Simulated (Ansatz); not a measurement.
Al vacancy in AlN

Computed with the plane-wave PAW code Ansatz (scalar-relativistic, PAW set soft_2): PBE, collinear spin, 420 eV cutoff, k-mesh 2×2×2 shifted by half a step.

The relaxed host crystal (Kohn–Sham gap 4.03 eV over the whole zone):

```yaml
crystal:
  lattice:
    - [3.13020, 0.00000, 0.00000]
    - [-1.56510, 2.71084, 0.00000]
    - [0.00000, 0.00000, 5.01802]
  atoms:
    - { symbol: Al, position: [0.66667, 0.33333, 0.49923] }
    - { symbol: Al, position: [0.33333, 0.66667, 0.99923] }
    - { symbol: N, position: [0.66667, 0.33333, 0.88077] }
    - { symbol: N, position: [0.33333, 0.66667, 0.38077] }
```

Supercell of 36 atoms, rows of the matrix [[-2,-1,1],[1,-1,1],[1,2,1]] times the cell vectors; Al vacancy at (0.667, 0.333, 0.499) in fractions of the cell above. Atoms are relaxed at the host's cell, from a start shaken by 0.03 Å near the defect; charged cells sit in a uniform background.

Distances from the empty Al site (Å), by shell of the perfect crystal:

```csv
shell,perfect crystal,charge 0,charge -1,charge -3
4 N,1.91,2.10 (2.09 to 2.14),2.11 (2.09 to 2.16),2.14 (2.08 to 2.34)
6 Al,3.09,3.10 (3.08 to 3.11),3.08 (3.06 to 3.09),3.08 (3.03 to 3.12)
1 N,3.10,3.10,3.10,3.11
6 Al,3.13,3.14,3.12,3.09
```

| charge | moment of the cell (μB) | gap of the cell on the mesh (eV) | carriers |
| --- | --- | --- | --- |
| 0 | 3.00 | 0.46 | none in the bands |
| -1 | 2.00 | 0.31 | none in the bands |
| -3 | 0.00 | 3.99 | none in the bands |

On this mesh the host's own supercell has a gap of 5.22 eV.

At charge 0 the unpaired electrons sit on atoms with moments (μB): 4 N of 0.43. At charge -1 the unpaired electrons sit on atoms with moments (μB): 4 N of 0.26 to 0.29.

Formation energy of the neutral defect: 9.14 eV, taking atoms from and to the elements' standard states (no corrections for gases), so it belongs to those chemical potentials alone.

Relaxed cell at charge 0:

```
AlN V_Al charge 0
1.0
    -4.6953   -2.7108    5.0180
     4.6953   -2.7108    5.0180
     0.0000    5.4217    5.0180
Al N
17 18
Direct
  0.6087 0.2792 0.6141
  0.2790 0.9474 0.2756
  0.9472 0.2791 0.2755
  0.2790 0.6089 0.6141
  0.6087 0.9474 0.9458
  0.2769 0.2771 0.9438
  0.9424 0.9425 0.6092
  0.9472 0.6089 0.9459
  0.8896 0.5514 0.5565
  0.8883 0.2213 0.8879
  0.5511 0.8898 0.5565
  0.2211 0.2213 0.5551
  0.5540 0.5542 0.8898
  0.8896 0.8898 0.2180
  0.5540 0.2232 0.2209
  0.2211 0.8885 0.8880
  0.2229 0.5542 0.2209
  0.7523 0.7524 0.4191
  0.7372 0.4038 0.7388
  0.4036 0.0722 0.4041
  0.0720 0.4038 0.4041
  0.4036 0.7375 0.7389
  0.7373 0.0722 0.0705
  0.4042 0.4044 0.0710
  0.0702 0.0704 0.7371
  0.0720 0.7374 0.0705
  0.6901 0.3232 0.3569
  0.6806 0.0168 0.6835
  0.3228 0.6902 0.3569
  0.0167 0.0169 0.3475
  0.3480 0.3482 0.6832
  0.6900 0.6902 0.9897
  0.3480 0.0166 0.0149
  0.0167 0.6808 0.6835
  0.0163 0.3482 0.0148
```

Caveats: at charge -3: net starting moment lost; semilocal functionals make gaps too small, which shifts levels too; small supercell, so energies and levels can be off by tenths of an eV; one random start near the defect, so other minima are possible.
